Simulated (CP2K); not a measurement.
TiO:

```
Ti O
1.0
     3.00939    0.00000    0.00000
     0.00000    3.00939    0.00000
     0.00000    0.00000    3.68042
Ti O
1 1
Cartesian
  0.0000 0.0000 0.0000
  0.0000 0.0000 1.8402
```

The cell was built by a generator and needn't be a form met in nature.

Base run:

```yaml
Program: CP2K 2026.2
Functional: LDA
Potentials_or_basis: POTENTIAL_UZH Ti GTH-PBE-q12, O GTH-PBE-q6; TZVP-MOLOPT-PBE-GTH basis
Density_cutoff: 11565 eV
k_mesh: 9 × 9 × 7
Occupations: fermi-dirac, width 0.05 eV
Spin: no spin polarisation
```

Its results: band gap on the k mesh none (metal or under the smearing width); pressure -5.3 GPa.

Problem. The run is repeated on the same cell with these changes: functional from LDA to TASK. What comes out?

Solution. Band gap on the k mesh none (metal or under the smearing width); pressure 4.4 GPa.

Caveats: the potentials were made for another functional, which shifts forces and pressure; the basis of atomic orbitals isn't converged, which shifts pressures, moduli and gaps; semilocal functionals often make such compounds metallic where correlation or magnetic order opens a gap, which also shifts bond lengths.
